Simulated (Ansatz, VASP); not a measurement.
# Si2W in VASP and in Ansatz

INCAR

```
SYSTEM = Si2W
ALGO = Normal
EDIFF = 1E-6
ENCUT = 520
GGA = PE
ISIF = 2
ISMEAR = 0
LASPH = .TRUE.
LCHARG = .TRUE.
LELF = .TRUE.
LREAL = .FALSE.
LVHAR = .TRUE.
LWAVE = .FALSE.
NBANDS = 18
NELM = 80
PREC = Accurate
SIGMA = 0.1
```

The input KPOINTS:

```
k-points
0
G
  8 8 8
  0 0 0
```

The input POSCAR:

```
Si2W
1.0
   -1.6060005352      1.6060005352      3.9400013130
    1.6060005352     -1.6060005352      3.9400013130
    1.6060005352      1.6060005352     -3.9400013130
Si W
2 1
Direct
    0.3330000000      0.3330000000      0.0000000000
    0.6670000000      0.6670000000      0.0000000000
    0.0000000000      0.0000000000      0.0000000000
```

Input for Ansatz:

```yaml
crystal:
  lattice:
    - [-1.6060005352, 1.6060005352, 3.940001313]
    - [1.6060005352, -1.6060005352, 3.940001313]
    - [1.6060005352, 1.6060005352, -3.940001313]
  atoms:
    - { symbol: Si, position: [0.333, 0.333, 0.0] }
    - { symbol: Si, position: [0.667, 0.667, 0.0] }
    - { symbol: W, position: [0.0, 0.0, 0.0] }
basis:
  ecutwfc: 420
kpoints:
  mp_grid: { grid: [8, 8, 8] }
hamiltonian:
  xc: pbe
scf:
  occupations: { method: gaussian, width: 0.1 }
output:
  forces: true
  stress: true
  eigenvalues: true
```

Alike in both runs: task single point; functional PBE; k mesh 8 × 8 × 8; occupations gaussian, width 0.1 eV; no spin polarisation.

|  | VASP | Ansatz |
| --- | --- | --- |
| version | VASP 6.6.1 | Ansatz 0.2.0 |
| potentials or method | VASP PAW PBE potentials, release 64 (Si, W_sv) | scalar-relativistic, plane waves, PAW |
| plane-wave cutoff (eV) | 520 | 420 |
| valence electrons in the cell | 22 | 22 |

VASP gave:

| Quantity | Value |
| --- | --- |
| gap on the k mesh at the Fermi level (eV) | none |
| pressure (GPa) | 1.7 |
| largest component of the traceless stress (GPa) | 2.01 |
| rms of the force components (eV/Å) | 0.116 |

Estimate Ansatz's values.

gap on the k mesh at the Fermi level (eV): none; pressure (GPa): 1.7; largest component of the traceless stress (GPa): 1.96; rms of the force components (eV/Å): 0.118.

Atom by atom the forces differ by 0.002 eV/Å (rms over components). A gap of «none» marks a metal or a gap that the smearing closes. With one functional, cell and mesh, what is left measures potentials, basis and numerics.

The runs have no spin-orbit coupling, so splittings on W are missing.
